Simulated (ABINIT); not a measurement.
# SiO2 (P6_422) in ABINIT: reference runs

Aim: a first look at SiO2 with PBE, on the cell as given.

All numbers are computed with ABINIT 10.8.3 (patched build); they aren't measurements. Logs are shortened: lines on timing, memory, paths and dates and some standing lists are left out, and cuts for length are marked. The log counts tension as positive stress, the text compression.

## Step 1: Starting point

It takes space group P6_422 (No. 181, hexagonal). Conventional cell: a = 5.061 Å, b = 5.061 Å, c = 5.541 Å, α = 90.00°, β = 90.00°, γ = 120.00°. Si (site symmetry 222) is surrounded by 4 O at 1.61 Å. Around O (site symmetry 2) lie 2 Si at 1.61 Å.

The cell comes from a database or a generator and needn't be the stable form of this composition.

## Step 2: Single point, PBE

run.abi

```
# Pseudopotentials
pp_dirpath "./"
pseudos "Si.GGA_PBE-JTH.xml, O.GGA_PBE-JTH.xml"

# Structure
acell 5.0605222284 5.0605222284 5.54135331 Angstrom
rprim
     1.0000000000     0.0000000000     0.0000000000
    -0.5000000000     0.8660254038     0.0000000000
     0.0000000000     0.0000000000     1.0000000000
ntypat 2
znucl 14 8
natom 9
typat 1 1 1 2 2 2 2 2 2
xred
     0.5000000000     0.0000000000     0.0000000000
     0.5000000000     0.5000000000     0.6666666667
     0.0000000000     0.5000000000     0.3333333333
     0.2086053700     0.7913946300     0.1666666667
     0.2086053700     0.4172107400     0.5000000000
     0.4172107400     0.2086053700     0.8333333333
     0.7913946300     0.2086053700     0.1666666667
     0.7913946300     0.5827892600     0.5000000000
     0.5827892600     0.7913946300     0.8333333333

# Plane-wave basis
ecut 625.861884 eV
pawecutdg 45.0
pawxcdev 0
pawovlp 30

# k points
kptopt 1
ngkpt 6 6 5
nshiftk 1
shiftk 0.0 0.0 0.0

# Exchange and correlation
ixc 11

# Bands and occupations
nband 30
occopt 3
tsmear 0.05 eV

# SCF cycle
nstep 100
tolvrs 1.0e-9

# Output
iomode 3
prtwf 0
prtden 0
prteig 0
prtebands 0
```

Potentials or basis: JTH PAW PBE v2.0.

Command:

```
abinit run.abi > log 2>&1
```

run.abo:

```text
.Version 10.8.3 of ABINIT
 Symmetries : space group P6_4 2 2 (#181); Bravais hP (primitive hexag.)
================================================================================
 Values of the parameters that define the memory need of the present run
     intxc =       0    ionmov =       0      iscf =      17    lmnmax =       8
     lnmax =       4     mgfft =      48  mpssoang =       2    mqgrid =    3163
     natom =       9  nloc_mem =       2    nspden =       1   nspinor =       1
    nsppol =       1      nsym =      12    n1xccc =       1    ntypat =       2
    occopt =       3   xclevel =       2
       mpw =        4385          nfft =       97200          nkpt =          21
 PAW method is used; the additional fine FFT grid is defined by:
   mgfftf=        64    nfftf =    230400
================================================================================
================================================================================

--------------------------------------------------------------------------------
------------- Echo of variables that govern the present computation ------------
--------------------------------------------------------------------------------
 -outvars: echo values of preprocessed input variables --------
            acell      9.5630010657E+00  9.5630010657E+00  1.0471640123E+01 Bohr
              amu      2.80855000E+01  1.59994000E+01
             ecut      2.30000000E+01 Hartree
              ixc          11
         kptrlatt        6    0    0      0    6    0      0    0    5
          kptrlen      5.23582006E+01
            natom           9
            nband          30
            ngfft          45      45      48
          ngfftdg          60      60      64
             nkpt          21
            nstep         100
             nsym          12
           ntypat           2
           occopt           3
        pawecutdg      4.50000000E+01 Hartree
          pawovlp      3.0000000000E+01
         pawxcdev           0
           prtden           0
        prtebands           0
           prteig           0
            prtwf           0
            rprim      1.0000000000E+00  0.0000000000E+00  0.0000000000E+00
                      -5.0000000000E-01  8.6602540380E-01  0.0000000000E+00
                       0.0000000000E+00  0.0000000000E+00  1.0000000000E+00
          spgroup         181
           tolvrs      1.00000000E-09
           tsmear      1.83746611E-03 Hartree
            typat      1  1  1  2  2  2  2  2  2
           useylm           1
           xangst      2.5302611142E+00  0.0000000000E+00 -1.0253563387E-16
                       1.2651305571E+00  2.1912704031E+00  3.6942355400E+00
                      -1.2651305571E+00  2.1912704031E+00  1.8471177700E+00
                      -9.4678294643E-01  3.4683192599E+00  9.2355888500E-01
                       5.4655419910E-18  1.8284430929E+00  2.7706766550E+00
                       1.5834781678E+00  9.1422154644E-01  4.6177944250E+00
                       3.4770440606E+00  9.1422154644E-01  9.2355888500E-01
                       2.5302611142E+00  2.5540977134E+00  2.7706766550E+00
                       9.4678294643E-01  3.4683192599E+00  4.6177944250E+00
            xcart      4.7815005329E+00  0.0000000000E+00 -1.9376426617E-16
                       2.3907502664E+00  4.1409009298E+00  6.9810934152E+00
                      -2.3907502664E+00  4.1409009298E+00  3.4905467076E+00
                      -1.7891604694E+00  6.5541735183E+00  1.7452733538E+00
                       1.0328377493E-17  3.4552566823E+00  5.2358200614E+00
                       2.9923400634E+00  1.7276283412E+00  8.7263667690E+00
                       6.5706610023E+00  1.7276283412E+00  1.7452733538E+00
                       4.7815005329E+00  4.8265451772E+00  5.2358200614E+00
                       1.7891604694E+00  6.5541735183E+00  8.7263667690E+00
             xred      5.0000000000E-01  0.0000000000E+00 -1.8503717077E-17
                       5.0000000000E-01  5.0000000000E-01  6.6666666667E-01
                      -8.3694280481E-18  5.0000000000E-01  3.3333333333E-01
                       2.0860537000E-01  7.9139463000E-01  1.6666666667E-01
                       2.0860537000E-01  4.1721074000E-01  5.0000000000E-01
                       4.1721074000E-01  2.0860537000E-01  8.3333333333E-01
                       7.9139463000E-01  2.0860537000E-01  1.6666666667E-01
                       7.9139463000E-01  5.8278926000E-01  5.0000000000E-01
                       5.8278926000E-01  7.9139463000E-01  8.3333333333E-01
            znucl       14.00000    8.00000

================================================================================

 chkinp: Checking input parameters for consistency.

================================================================================
== DATASET  1 ==================================================================

--- !DatasetInfo
iteration_state: {dtset: 1, }
dimensions: {natom: 9, nkpt: 21, mband: 30, nsppol: 1, nspinor: 1, nspden: 1, mpw: 4385, }
cutoff_energies: {ecut:  23.0, pawecutdg:  45.0, }
electrons: {nelect:   4.80000000E+01, charge:   0.00000000E+00, occopt:   3.00000000E+00, tsmear:   1.83746611E-03, }
meta: {optdriver: 0, ionmov: 0, optcell: 0, iscf: 17, paral_kgb: 0, }
...

 Exchange-correlation functional for the present dataset will be:
  GGA: Perdew-Burke-Ernzerhof functional - ixc=11
  J.P.Perdew, K.Burke, M.Ernzerhof, PRL 77, 3865 (1996)

 Real(R)+Recip(G) space primitive vectors, cartesian coordinates (Bohr,Bohr^-1):
[... 141 lines left out ...]
    3       0.000000000000      0.000000000000      0.000000000000
    4       0.022590802219     -0.022590802219     -0.000000000000
    5       0.000000000000      0.022590802219      0.000000000000
    6       0.022590802219      0.000000000000      0.000000000000
    7      -0.022590802219      0.022590802219      0.000000000000
    8       0.000000000000     -0.022590802219      0.000000000000
    9      -0.022590802219      0.000000000000      0.000000000000

 cartesian coordinates (angstrom) at end:
    1      2.53026111420000     0.00000000000000    -0.00000000000000
    2      1.26513055710000     2.19127040314449     3.69423554000000
    3     -1.26513055710000     2.19127040314449     1.84711777000000
    4     -0.94678294642709     3.46831925985297     0.92355888500000
    5      0.00000000000000     1.82844309287202     2.77067665500000
    6      1.58347816777291     0.91422154643601     4.61779442500000
    7      3.47704406062709     0.91422154643601     0.92355888500000
    8      2.53026111420000     2.55409771341696     2.77067665500000
    9      0.94678294642709     3.46831925985297     4.61779442500000

 cartesian forces (hartree/bohr) at end:
    1     -0.00000000000000     0.00000000000000    -0.00000000000000
    2     -0.00000000000000     0.00000000000000    -0.00000000000000
    3     -0.00000000000000     0.00000000000000    -0.00000000000000
    4     -0.00236231305043     0.00136388207555     0.00000000000000
    5     -0.00000000000000    -0.00272776415110    -0.00000000000000
    6     -0.00236231305043    -0.00136388207555    -0.00000000000000
    7      0.00236231305043    -0.00136388207555    -0.00000000000000
    8     -0.00000000000000     0.00272776415110    -0.00000000000000
    9      0.00236231305043     0.00136388207555    -0.00000000000000
 frms,max,avg= 1.2858804E-03 2.7277642E-03   0.000E+00  0.000E+00  0.000E+00 h/b

 cartesian forces (eV/Angstrom) at end:
    1     -0.00000000000000     0.00000000000000    -0.00000000000000
    2     -0.00000000000000     0.00000000000000    -0.00000000000000
    3     -0.00000000000000     0.00000000000000    -0.00000000000000
    4     -0.12147502116157     0.07013363616619     0.00000000000000
    5     -0.00000000000000    -0.14026727233238    -0.00000000000000
    6     -0.12147502116157    -0.07013363616619    -0.00000000000000
    7      0.12147502116157    -0.07013363616619    -0.00000000000000
    8     -0.00000000000000     0.14026727233238    -0.00000000000000
    9      0.12147502116157     0.07013363616619    -0.00000000000000
 frms,max,avg= 6.6122626E-02 1.4026727E-01   0.000E+00  0.000E+00  0.000E+00 e/A
 length scales=  9.563001065745  9.563001065745 10.471640122793 bohr
              =  5.060522228400  5.060522228400  5.541353310000 angstroms
 Fermi (or HOMO) energy (hartree) =   0.15727   Average Vxc (hartree)=  -0.31972
 Eigenvalues (hartree) for nkpt=  21  k points:
 kpt#   1, nband= 30, wtk=  0.00556, kpt=  0.0000  0.0000  0.0000 (reduced coord)
  -0.69667   -0.64298   -0.64298   -0.62097   -0.61907   -0.61907   -0.29753   -0.29752
  -0.19274   -0.18289   -0.17936   -0.17936   -0.08769   -0.08697   -0.08697   -0.07614
  -0.04514   -0.04480   -0.04480   -0.01813   -0.01813    0.00101    0.00101    0.01093
   0.22750    0.34883    0.34883    0.35724    0.35725    0.38735
      occupation numbers for kpt#   1
   2.00000    2.00000    2.00000    2.00000    2.00000    2.00000    2.00000    2.00000
   2.00000    2.00000    2.00000    2.00000    2.00000    2.00000    2.00000    2.00000
   2.00000    2.00000    2.00000    2.00000    2.00000    2.00000    2.00000    2.00000
   0.00000    0.00000    0.00000    0.00000    0.00000    0.00000
 prteigrs : prtvol=0 or 1, do not print more k-points.

--- !EnergyTerms
iteration_state     : {dtset: 1, }
comment             : Components of total free energy in Hartree
kinetic             :  5.18747493612580E+01
hartree             :  4.25699975422594E+01
xc                  : -2.52745855312157E+01
Ewald energy        : -6.46334946607060E+01
psp_core            :  2.41627125307440E+00
local_psp           : -1.28100406609077E+02
PAW spherical_terms :  1.18258915472043E+01
internal            : -1.09321577097203E+02
'-kT*entropy'       :  3.75981243595615E-15
total_energy        : -1.09321577097203E+02
total_energy_eV     : -2.97479165941178E+03
...

--- !EnergyTermsDC
iteration_state     : {dtset: 1, }
comment             : '"Double-counting" decomposition of free energy'
band_energy         : -1.13691474853108E+01
Ewald energy        : -6.46334946607060E+01
psp_core            :  2.41627125307440E+00
xc_dc               : -3.92029702442694E+01
PAW spherical_terms :  3.46778565651909E+00
internal            : -1.09321555480693E+02
'-kT*entropy'       :  3.75981243595615E-15
total_energy_dc     : -1.09321555480693E+02
total_energy_dc_eV  : -2.97479107119657E+03
...

--- !EnergyTermsWithPAWCore
iteration_state     : {dtset: 1, }
comment             : 'Components of total free energy, including PAW core contributions'
Total energy        : -1.32214169098591E+03
Total energy DC     : -1.32214166936940E+03
Total energy (eV)   : -3.59773082253320E+04
Total energy DC (eV): -3.59773076371168E+04
...

 Cartesian components of stress tensor (hartree/bohr^3)
  sigma(1 1)= -1.05424044E-04  sigma(3 2)=  0.00000000E+00
  sigma(2 2)= -1.05424044E-04  sigma(3 1)=  0.00000000E+00
  sigma(3 3)= -1.03944698E-04  sigma(2 1)=  0.00000000E+00

-Cartesian components of stress tensor (GPa)         [Pressure=  3.0872E+00 GPa]
- sigma(1 1)= -3.10168246E+00  sigma(3 2)=  0.00000000E+00
- sigma(2 2)= -3.10168246E+00  sigma(3 1)=  0.00000000E+00
- sigma(3 3)= -3.05815860E+00  sigma(2 1)=  0.00000000E+00

== END DATASET(S) ==============================================================
================================================================================

 -outvars: echo values of variables after computation  --------
            acell      9.5630010657E+00  9.5630010657E+00  1.0471640123E+01 Bohr
           etotal     -1.0932155548E+02
            fcart     -9.6373526459E-20  2.4093381612E-20 -1.7439281333E-23
                      -9.6373526443E-20  2.4093381611E-20 -2.6613103578E-23
                      -9.6373526471E-20  2.4093381595E-20 -1.7439281333E-23
                      -2.3623130504E-03  1.3638820755E-03  1.8690753010E-22
                      -9.6373526443E-20 -2.7277641511E-03 -1.7439281333E-23
                      -2.3623130504E-03 -1.3638820755E-03 -1.7439281333E-23
                       2.3623130504E-03 -1.3638820755E-03 -5.5658738521E-23
                      -9.6373526443E-20  2.7277641511E-03 -1.7439281333E-23
                       2.3623130504E-03  1.3638820755E-03 -1.7439281333E-23
            rprim      1.0000000000E+00  0.0000000000E+00  0.0000000000E+00
                      -5.0000000000E-01  8.6602540380E-01  0.0000000000E+00
                       0.0000000000E+00  0.0000000000E+00  1.0000000000E+00
           strten     -1.0542404384E-04 -1.0542404395E-04 -1.0394469800E-04
                       0.0000000000E+00  0.0000000000E+00  0.0000000000E+00
           xangst      2.5302611142E+00  0.0000000000E+00 -1.0253563387E-16
                       1.2651305571E+00  2.1912704031E+00  3.6942355400E+00
                      -1.2651305571E+00  2.1912704031E+00  1.8471177700E+00
                      -9.4678294643E-01  3.4683192599E+00  9.2355888500E-01
                       5.4655419910E-18  1.8284430929E+00  2.7706766550E+00
                       1.5834781678E+00  9.1422154644E-01  4.6177944250E+00
                       3.4770440606E+00  9.1422154644E-01  9.2355888500E-01
                       2.5302611142E+00  2.5540977134E+00  2.7706766550E+00
                       9.4678294643E-01  3.4683192599E+00  4.6177944250E+00
             xred      5.0000000000E-01  0.0000000000E+00 -1.8503717077E-17
                       5.0000000000E-01  5.0000000000E-01  6.6666666667E-01
                      -8.3694280481E-18  5.0000000000E-01  3.3333333333E-01
                       2.0860537000E-01  7.9139463000E-01  1.6666666667E-01
                       2.0860537000E-01  4.1721074000E-01  5.0000000000E-01
                       4.1721074000E-01  2.0860537000E-01  8.3333333333E-01
                       7.9139463000E-01  2.0860537000E-01  1.6666666667E-01
                       7.9139463000E-01  5.8278926000E-01  5.0000000000E-01
                       5.8278926000E-01  7.9139463000E-01  8.3333333333E-01
 Calculation completed.
```

It took 2.4 min on 1 thread of Arm Neoverse V2, shared host; peak memory 0.22 GiB.

What came out:

```
Free energy            : -2974.7911 eV
Pressure               : 3.1 GPa
Largest force          : 0.140 eV/Å
Band gap on the k mesh : 5.70 eV, indirect (least direct gap 5.89 eV)
```

Forces in eV/Å, atoms in the order of the input:
```
Si   0.000  0.000  0.000
Si   0.000  0.000  0.000
Si   0.000  0.000  0.000
O   -0.121  0.070  0.000
O    0.000 -0.140  0.000
O   -0.121 -0.070  0.000
O    0.121 -0.070  0.000
O    0.000  0.140  0.000
O    0.121  0.070  0.000
```

Levels at points of the mesh, in eV from the valence-band top:
| k point | band 22 | band 23 | band 24 | band 25 | band 26 | band 27 |
| --- | --- | --- | --- | --- | --- | --- |
| (0.00, 0.00, 0.00) | -0.46 | -0.46 | -0.20 | 5.70 | 9.00 | 9.00 |
| (0.50, 0.00, 0.00) | -1.00 | -0.35 | -0.01 | 7.76 | 8.59 | 9.68 |

Caveat: an odd mesh through Γ misses points on the zone boundary, where band edges often lie; the atomic spheres overlap.
